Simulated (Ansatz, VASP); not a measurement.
NaCl in VASP and in Ansatz

```
Na Cl
1.0
     2.87894    0.00000    0.00000
     0.00000    2.87894    0.00000
     0.00000    0.00000    2.87894
Na Cl
1 1
Direct
  0.00000 0.00000 0.00000
  0.50000 0.50000 0.50000
```

Change from the starting cell: volume scaled by 1.02, crystal datasets.

Alike in both runs: task electric field gradients; functional PBEsol; k mesh 9 × 9 × 9; occupations fermi-dirac, width 0.03 eV; no spin polarisation.

|  | VASP | Ansatz |
| --- | --- | --- |
| version | VASP 6.6.1 | Ansatz 0.2.0 |
| potentials or method | VASP PAW PBE potentials, release 64 (Na_pv, Cl), cutoff 520 eV | all-electron PAW with datasets made for the crystal, scalar-relativistic |

```csv
,VASP,Ansatz,Ansatz less VASP
gap on the k mesh at the Fermi level (eV),4.63,4.57,-0.053
pressure (GPa),55.3,54.8,-0.55
Vzz of the field gradient on the site that differs most (V/Å²),0.0,0.0,0.00
```

Ansatz ran all-electron here, so the differences hold the error of VASP's frozen core and of both bases.

Caveats: so large a pressure means that the cell lies far from this level's equilibrium, or that cutoff or potentials fall short (VASP); the potentials were made for another functional, which shifts forces and pressure (VASP); an odd mesh through Γ misses points on the zone boundary, where band edges often lie.
